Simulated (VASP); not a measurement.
Runs of VASP 6.6.1 on Si. The cell holds a slab with vacuum, 8 atoms: a = 3.840 Å, b = 3.840 Å, c = 25.191 Å, α = 90.00°, β = 90.00°, γ = 120.00°. 

```csv
level,potentials or basis,gap on the mesh (eV),largest force (eV/Å),work function (eV)
PW91,"VASP PAW PBE potentials, release 64 (Si)",none,0.80,4.86
PBEsol,"VASP PAW PBE potentials, release 64 (Si)",none,(c),4.85
LDA,"VASP PAW LDA potentials, release 64 (Si)",none,0.72,5.01
RPBE,"VASP PAW PBE potentials, release 64 (Si)",none,(a),4.74
BLYP,"VASP PAW PBE potentials, release 64 (Si)",none,(b),4.53
revPBE,"VASP PAW PBE potentials, release 64 (Si)",none,0.81,4.74
```

Alike in all rows: task work function; no spin polarisation; cell as given; k mesh 6 × 6 × 1; cutoff (eV) 520; smearing fermi-dirac 0.05 eV.

Question: Estimate the missing entries.

Answer: (a) 0.82; (b) 0.89; (c) 0.73.

Caveats: the PAW data sets were made with another functional, which shifts forces and pressure a little (some runs).

A gap of «none» marks a metal or a gap under the smearing width.

Runs at the PBE level aren't shown here.
